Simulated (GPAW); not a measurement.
The system is Mg.

```xyz
1
Lattice="2.9295 -0.2683 -0.2757 -1.6971 2.8076 0.0126 -0.2752 -0.1444 3.1288" Properties=species:S:1:pos:R:3 pbc="T T T"
Mg    0.0000    0.0000    0.0000
```

This isn't the form of Mg at room conditions, which is hcp.

The cell isn't the ideal one: cell sheared at random, sigma 0.1, atoms nudged by 0.01 Å.

Base run:

* Program: GPAW 26.7.0
* Functional: AM05
* Potentials or basis: PAW data sets generated in the run's folder for this functional
* Cutoff: 800 eV
* Basis: pw
* k mesh: 11 × 10 × 9
* Occupations: fermi-dirac, width 0.05 eV
* Spin: no spin polarisation

Its results: band gap on the k mesh none (metal or under the smearing width); pressure 1.9 GPa.

Problem. The run is repeated on the same cell with these changes: functional from AM05 to PBE; potentials or basis from PAW data sets generated in the run's folder for this functional to GPAW PAW data sets (gpaw-data 1.2.1). What comes out?

Solution. Band gap on the k mesh none (metal or under the smearing width); pressure 2.6 GPa.
